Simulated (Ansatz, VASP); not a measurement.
**Mo: VASP beside Ansatz**

```
Mo
1.0
     0.00000    2.21350    1.50452
     2.21350    0.00000    1.50452
     2.21350    2.21350    0.00000
Mo
1
Direct
  0.00000 0.00000 0.00000
```

Alike in both runs: task single point; functional PBE; k mesh 22 × 22 × 22; occupations gaussian, width 0.15 eV; no spin polarisation.

|  | VASP | Ansatz |
| --- | --- | --- |
| version | VASP 6.6.1 | Ansatz 0.2.0 |
| potentials or method | VASP PAW PBE potentials, release 64 (Mo_sv) | scalar-relativistic, plane waves, PAW |
| plane-wave cutoff (eV) | 520 | 420 |
| valence electrons in the cell | 14 | 14 |

```tsv
	VASP	Ansatz	Ansatz less VASP
gap on the k mesh at the Fermi level (eV)	none	none	-
pressure (GPa)	21.4	20.7	-0.69
largest component of the traceless stress (GPa)	9.35	9.35	+0.001
```

A gap of «none» marks a metal or a gap that the smearing closes. The functional is the same, so the differences come from potentials, cutoffs and numerics.

Caveats: so large a pressure means that the cell lies far from this level's equilibrium, or that cutoff or potentials fall short (VASP).
